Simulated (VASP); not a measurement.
A run of VASP 6.6.1:

INCAR

```
SYSTEM = H2CF2
PREC     = Accurate       ! precision mode
ENCUT    = 900            ! plane-wave cutoff, eV
EDIFF    = 1E-7           ! SCF threshold, eV
ISMEAR   = 0              ! smearing method
SIGMA    = 0.01           ! smearing width, eV
LREAL    = .False.        ! projectors in reciprocal space
LASPH    = .True.         ! aspherical terms in the spheres
NELM     = 100            ! most SCF steps
ALGO     = Fast           ! electronic algorithm
ISIF     = 2              ! what is computed and relaxed
LWAVE    = .False.        ! write WAVECAR
LCHARG   = .False.        ! write CHGCAR
GGA      = RP             ! functional
IVDW     = 12             ! dispersion correction
NBANDS   = 18             ! bands
```

The input KPOINTS:

```
regular mesh
0
Gamma
  1 1 1
  0 0 0
```

POSCAR

```
H2CF2
1.0
   12.0000000000      0.0000000000      0.0000000000
    0.0000000000     11.0000000000      0.0000000000
    0.0000000000      0.0000000000     11.0000000000
F C H
2 1 2
Direct
    0.4109250000      0.5224136400      0.5664772700
    0.5912416700      0.4887409100      0.5678318200
    0.5012083300      0.5034954500      0.4955136400
    0.4884750000      0.4202227300      0.4430409100
    0.5141416700      0.5835954500      0.4383500000
```

Potentials or basis: VASP PAW PBE potentials, release 64 (F_h, C_h, H_h).

Run with:

```sh
$ cat potpaw_PBE.64/F_h/POTCAR potpaw_PBE.64/C_h/POTCAR potpaw_PBE.64/H_h/POTCAR > POTCAR
$ mpirun -np 1 vasp_gam > vasp.out
```

Hardware: 1 thread of AMD EPYC 9R45 96-Core Processor (Zen 5) (shared host).

Problem. Estimate the wall time of this run.

Solution. Run time: 2.3 min on 1 thread of AMD EPYC 9R45 96-Core Processor (Zen 5), on a shared host, peak memory 2.1 GiB. Counts: scf iterations 27, k points 1.
